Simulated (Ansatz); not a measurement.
The system is NiO2.

```
Ni O
1.0
     1.40213    0.80952    6.97429
    -1.40213    0.80952    6.97429
     0.00000   -1.61904    6.97429
Ni O
1 2
Direct
  0.00000 0.00000 0.00000
  0.37879 0.37879 0.37879
  0.62121 0.62121 0.62121
```

The cell comes from a database or a generator and needn't be the stable form of this composition.

Base run:

| Quantity | Value |
| --- | --- |
| Program | Ansatz 0.2.0 |
| Functional | r2SCAN |
| Potentials or basis | Ansatz PAW |
| Cutoff | 500 eV |
| Density cutoff | 2000 eV |
| k mesh | 11 × 11 × 11 |
| Occupations | fermi-dirac, width 0.05 eV |
| Spin | collinear spin, ferromagnetic start |
| Starting moments | [1.0, 0.0, 0.0] μB |

Its results: band gap on the k mesh 1.77 eV, indirect (least direct gap 2.02 eV); pressure -4.3 GPa; net moment 0.00 μB per cell; largest force 0.466 eV/Å.

Q: The run is repeated on the same cell with these changes: functional from r2SCAN to LDA; cutoff from 500 eV to 420 eV; density cutoff from 2000 eV to 1680 eV; occupations from fermi-dirac, width 0.05 eV to gaussian, width 0.02 eV. What comes out?

A: Band gap on the k mesh 1.19 eV, indirect (least direct gap 1.46 eV); pressure -7.9 GPa; net moment 0.00 μB per cell; largest force 0.975 eV/Å.

Caveats: the PAW data sets come from PBE, with cores solved anew for the run's functional, which leaves a small shift of forces and pressure; the magnetic or orbital state may not be the lowest (some runs); odd divisions of the mesh miss points on the zone boundary, where band edges often lie, so the gap on the mesh can be too wide (some runs).

Not every run made on this cell is shown here.
